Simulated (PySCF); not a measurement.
Isomers of C5H5N. Theory: TDDFT wB97X-D/def2-SVPD, vertical, gas phase, core orbitals frozen in the response (PySCF 2.14.0, density-fitted response routines). Geometries: PBE0-D3(BJ)/def2-SVP; one conformer of each isolated species. Triplets are in the Tamm–Dancoff approximation. 'Strongest' means the level of largest summed f among the lowest 10 singlets; it needn't be the same kind of state in each.

Task: Rank by computed LUMO energy, lowest first.
A. `C#C/C=C/N=C`
B. `C#CC(=C)N=C`
C. `C=NC1=CC1=C`
D. `c1ccncc1`
E. `CC#C[C@@H]1C=N1`

Result: A (-0.21 eV), B (0.18 eV), C (0.42 eV), D (0.87 eV), E (1.13 eV).

| SMILES | LUMO (eV) | α (au) | T1 (eV) | f (strongest) | gap (eV) | S1 (eV) | S1 mainly |
| --- | --- | --- | --- | --- | --- | --- | --- |
| C#C/C=C/N=C | -0.21 | 80.3 | 2.75 | 0.70 | 8.35 | 4.32 | H-1→L (94%) |
| C#CC(=C)N=C | 0.18 | 70.7 | 3.13 | 0.34 | 9.07 | 4.52 | H-1→L (88%) |
| C=NC1=CC1=C | 0.42 | 71.5 | 3.39 | 0.36 | 7.91 | 3.82 | H→L (91%) |
| c1ccncc1 | 0.87 | 61.9 | 4.35 | 0.53 | 10.22 | 5.01 | H→L (98%) |
| CC#C[C@@H]1C=N1 | 1.13 | 64.7 | 4.31 | 0.07 | 9.89 | 4.88 | H→L (85%) |

H and L stand for HOMO and LUMO.

- `C#C/C=C/N=C`: Löwdin shares by element: HOMO carbon 75% or more (atoms not listed hold the other 25%); LUMO carbon 55% or more, nitrogen 14% (atoms not listed hold the other 30%).
- `C#CC(=C)N=C`: Löwdin shares by element: HOMO carbon 78% or more (atoms not listed hold the other 22%); LUMO carbon 63% or more, nitrogen 12% (atoms not listed hold the other 25%).
- `C=NC1=CC1=C`: Löwdin shares by element: HOMO carbon 84% or more (atoms not listed hold the other 16%); LUMO carbon 40% or more, nitrogen 33%, hydrogen 13% or more.
- `c1ccncc1`: Löwdin shares by element: HOMO nitrogen 59%, carbon 27% or more; LUMO carbon 48% or more, nitrogen 22% (atoms not listed hold the other 30%).
- `CC#C[C@@H]1C=N1`: Löwdin shares by element: HOMO carbon 64% or more, nitrogen 16% (atoms not listed hold the other 20%); LUMO carbon 48% or more, nitrogen 38%, hydrogen 8% or more.
